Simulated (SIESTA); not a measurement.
## CdS (Greenockite) in SIESTA: the effect of strain zz

The system is CdS (Greenockite).

```xyz
4
Lattice="4.1500 0.0000 0.0000 -2.0750 3.5940 0.0000 0.0000 0.0000 6.4675" Properties=species:S:1:pos:R:3 pbc="T T T"
Cd    2.0750    1.1980    3.2338
Cd    0.0000    2.3960    0.0000
S     2.0750    1.1980    5.6591
S     0.0000    2.3960    2.4253
```

The cell isn't the ideal one: cell strained along z.

Alike in all runs:

* Program: SIESTA 5.4.2
* Task: single point
* Functional: PBE
* Potentials or basis: PseudoDojo 0.4 standard (PBE files)
* Basis: DZP (energy shift 0.003 Ry; two zetas on semicore shells)
* Grid cutoff: 800 Ry
* Energy shift: 0.003 Ry
* k mesh: 7 × 7 × 4
* Occupations: fermi-dirac, width 0.05 eV
* Spin: no spin polarisation

| strain zz | gap on the mesh (eV) | pressure (GPa) | largest force (eV/Å) |
| --- | --- | --- | --- |
| -0.04 | 1.50 | 5.6 | 0.59 |
| -0.02 | 1.47 | 3.8 | 0.29 |
| -0.01 | 1.44 | 3.0 | 0.18 |
| 0 | 1.39 | 2.3 | 0.07 |
| 0.01 | 1.35 | 1.7 | 0.01 |
| 0.02 | 1.31 | 1.1 | 0.08 |
| 0.04 | ? | ? | ? |

Question: What does the run with strain zz 0.04 give?

Answer: gap on the mesh 1.23 eV; pressure 0.0 GPa; largest force 0.18 eV/Å.

Worked out: A parabola through the other rows of the gap on the mesh, of slope -6.75 eV per unit of strain zz there, extrapolates to 1.18 eV, against the run's 1.23. The fit is too stiff a form for this range. A parabola through the other rows of the pressure, of slope -36.6 GPa per unit of strain zz there, extrapolates to 0.2 GPa, against the run's 0.0. A parabola through the other rows of the largest force, of slope 9.3 eV/Å per unit of strain zz there, extrapolates to 0.16 eV/Å, against the run's 0.18.

Caveats: an odd mesh through Γ misses points on the zone boundary, where band edges often lie; the basis of atomic orbitals isn't converged, which shifts pressures, moduli and gaps.
